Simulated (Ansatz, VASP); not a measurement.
Ru in VASP and in Ansatz

```
CELL_PARAMETERS angstrom
2.70246 0.00000 0.00000
-1.35123 2.34040 0.00000
0.00000 0.00000 4.26584
ATOMIC_POSITIONS crystal
Ru 0.33333 0.66667 0.25000
Ru 0.66667 0.33333 0.75000
```

Alike in both runs: functional r2SCAN; k mesh 18 × 18 × 10; occupations gaussian, width 0.1 eV; no spin polarisation.

Ansatz relaxed the structure, and its values are those at the end. VASP's run is a single point on that final structure, the one shown.

```csv
,VASP,Ansatz
version,VASP 6.6.1,Ansatz 0.2.0
potentials or method,"VASP PAW PBE potentials, release 64 (Ru_pv)","scalar-relativistic, plane waves, PAW"
plane-wave cutoff (eV),520,500
valence electrons in the cell,28,32
```

```tsv
	VASP	Ansatz	Ansatz less VASP
gap on the k mesh at the Fermi level (eV)	none	none	-
pressure (GPa)	1.5	0.0	-1.54
```

A gap of «none» marks a metal or a gap that the smearing closes. With one functional, cell and mesh, what is left measures potentials, basis and numerics. The two sets of potentials don't hold the same shells in valence.

Caveats: the PAW data sets were made with another functional, which shifts forces and pressure a little (VASP).
